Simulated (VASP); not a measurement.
A run of VASP 6.6.1:

The input POSCAR:

```
C20N                                    
1.0
    7.1440000000      0.0000000000      0.0000000000
    0.0000000000      7.1440000000      0.0000000000
    0.0000000000      0.0000000000      7.1440000000
  N               C             
     3    60
Direct
     0.1349484199566843    0.1349484118766794    0.1370126121374728
     0.1349484237391915    0.8629874097436478    0.8650515832829405
     0.8629874065958618    0.1349484232926051    0.8650515781690336
     0.0053713433641850    0.2492465953517496    0.2494666264501270
     0.1249394074789716    0.3762753363622753    0.3764885793248608
     0.2492465865397997    0.0053713417483396    0.2494666326379242
     0.3762753291452864    0.1249394105853865    0.3764885886045250
     0.2480354876778135    0.2480354856035816    0.0056840861267280
     0.3758977615857224    0.3758977591033646    0.1251620071645014
     0.0000141734789599    0.0000141867686638    0.4999478427327569
     0.1221245553256548    0.1221245680143691    0.6283776215163985
     0.9943159657857482    0.2480354821994686    0.7519645000560479
     0.1221245500018998    0.3716224173769526    0.8778754753118212
     0.2480354913264113    0.9943159775621182    0.7519644830456829
     0.3716224156692616    0.1221245476467536    0.8778754878414073
     0.2494968542908700    0.2494968498744125    0.5021758947898657
     0.3742958047321954    0.3742958124457338    0.6257042333650658
     0.0000141893765906    0.5000521240711046    0.9999858771724710
     0.1242135879693294    0.6267080150950434    0.1230076584764891
     0.9994912533210746    0.7518310236713680    0.2481689659590411
     0.1242135994428910    0.8769923186053313    0.3732919876660649
     0.2503214148245295    0.5013732793304764    0.2495320890579652
     0.3749436410894351    0.6255686142534714    0.3744313379108374
     0.2492466091907955    0.7505333899899479    0.9946286863668277
     0.3723308972005373    0.8775665880684883    0.1224334362818572
     0.0001964306737075    0.4999396555175306    0.5000603618466611
     0.1249394048356208    0.6235113814892700    0.6237246799291963
     0.0053712440556695    0.7505333617501357    0.7507534409736429
     0.2494968576448162    0.4978241278125412    0.7505032017328342
     0.3762753304681560    0.6235113680330387    0.8750605863450488
     0.2503214428333091    0.7504679448230582    0.4986267492271534
     0.3758977851681728    0.8748380212363976    0.6241022347033265
     0.5000521096697823    0.0000141988244738    0.9999858748257676
     0.6267080118825380    0.1242135969368096    0.1230076697326550
     0.5013732762448068    0.2503214174683579    0.2495321032702854
     0.6255686139932312    0.3749436110540540    0.3744313467440021
     0.7518310387764665    0.9994912841815334    0.2481689358700147
     0.8769923151896217    0.1242136133153577    0.3732919919526667
     0.7505333936503417    0.2492466012852845    0.9946286781363067
     0.8775665977723127    0.3723309071139150    0.1224334195005786
     0.4999396599046955    0.0001964279262418    0.5000603755199781
     0.6235113948411508    0.1249394040475507    0.6237246915217015
     0.4978241352918450    0.2494968546281521    0.7505031963491491
     0.6235113874441411    0.3762753301270987    0.8750605877091543
     0.7505333549416661    0.0053712521713404    0.7507534559457507
     0.7504679356258177    0.2503214333918117    0.4986267483135582
     0.8748380257545235    0.3758977857450556    0.6241022353734970
     0.4999396064757801    0.4999395852753239    0.9998035826559929
     0.6238974839949964    0.6238974895656784    0.1241966429709779
     0.4988476445490997    0.7507591626971652    0.2492408549946783
     0.6238976049385772    0.8758032570100469    0.3761023689524869
     0.7507591622508388    0.4988476438104569    0.2492408596326557
     0.8758033372021184    0.6238976409251216    0.3761023436953962
     0.7518307672326539    0.7518307795525034    0.0005090518645481
     0.8622447492840812    0.8622447409731244    0.1377551110483166
     0.5001389757688396    0.5001389894112823    0.4998609763660709
     0.6255687022778338    0.6255686906294851    0.6250562834367530
     0.5013732754835527    0.7504678686199531    0.7496785709204716
     0.6267079984803969    0.8769922571315749    0.8757864831712260
     0.7504678678899503    0.5013732886073573    0.7496785784039122
     0.8769922693162793    0.6267079975674638    0.8757864757322429
     0.7507591126917357    0.7507591222046361    0.5011523095406394
     0.8775665263911728    0.8775665384984835    0.6276690696419883
```

The input INCAR.step1:

```
PREC     = Accurate       # precision mode
ENCUT    = 420            # plane-wave cutoff, eV
EDIFF    = 1E-5           # SCF threshold, eV
ISMEAR   = 0              # smearing method
SIGMA    = 0.01           # smearing width, eV
LREAL    = F              # projectors in reciprocal space
LASPH    = T              # aspherical terms in the spheres
NELM     = 60             # most SCF steps
ALGO     = Normal         # electronic algorithm
ISIF     = 2              # what is computed and relaxed
LWAVE    = T              # write WAVECAR
LCHARG   = F              # write CHGCAR
ISPIN    = 2              # spin polarisation
MAGMOM   = 0 0 0 0 0 0 0 0 0 0 0 0 0 0 0 0 0 0 0 0 0 0 0 0 0 0 0 0 0 0 0 0 0 0 0 0 0 0 0 0 0 0 0 0 0 0 0 0 0 0 0 0 0 0 1 0 0 0 0 0 0 0 0 # initial moments
LORBIT   = 11             # projections on sites
NUPDOWN  = 1              # fixed moment
NELECT   = 255          
ISYM     = 0            
NCORE    = 4            
NGYROMAG = 3.0777 10.7084
LEFG     = T            
QUAD_EFG = 20.44 0      
GGA      = PE             # functional
```

File INCAR.step2:

```
PREC     = Accurate       # precision mode
ENCUT    = 420            # plane-wave cutoff, eV
EDIFF    = 1E-6           # SCF threshold, eV
ISMEAR   = 0              # smearing method
SIGMA    = 0.01           # smearing width, eV
LREAL    = F              # projectors in reciprocal space
LASPH    = T              # aspherical terms in the spheres
NELM     = 60             # most SCF steps
ALGO     = Normal         # electronic algorithm
ISIF     = 2              # what is computed and relaxed
LWAVE    = F              # write WAVECAR
LCHARG   = F              # write CHGCAR
ISPIN    = 2              # spin polarisation
MAGMOM   = 0 0 0 0 0 0 0 0 0 0 0 0 0 0 0 0 0 0 0 0 0 0 0 0 0 0 0 0 0 0 0 0 0 0 0 0 0 0 0 0 0 0 0 0 0 0 0 0 0 0 0 0 0 0 1 0 0 0 0 0 0 0 0 # initial moments
LORBIT   = 11             # projections on sites
NUPDOWN  = 1              # fixed moment
GGA      = PE             # functional
LHFCALC  = T              # exact exchange
HFSCREEN = 0.2            # screening, 1/A
PRECFOCK = Fast         
LHYPERFINE= T            
NELECT   = 255          
ISYM     = 0            
NCORE    = 4            
NGYROMAG = 3.0777 10.7084
LEFG     = T            
QUAD_EFG = 20.44 0      
ISTART   = 1
```

The input KPOINTS:

```
regular mesh
0
Gamma
  1 1 1
```

Potentials or basis: VASP PAW PBE potentials, release 64 (N, C).

Run with:

```bash
$ cat potpaw_PBE.64/N/POTCAR potpaw_PBE.64/C/POTCAR > POTCAR
$ cp INCAR.step1 INCAR
$ mpirun -np 8 vasp_std > vasp.out
$ cp INCAR.step2 INCAR
$ mpirun -np 8 vasp_std > vasp.out
```

Hardware: 8 MPI ranks on Intel(R) Xeon(R) Platinum 8559C (Emerald Rapids), with other jobs on the host.

Problem. How long does it take, and how much memory?

Solution. Wall time 2.3 min on 8 MPI ranks on Intel(R) Xeon(R) Platinum 8559C (Emerald Rapids), with other jobs on the host, peak memory 0.25 GiB a rank. Counts: scf iterations 11, k points 1.
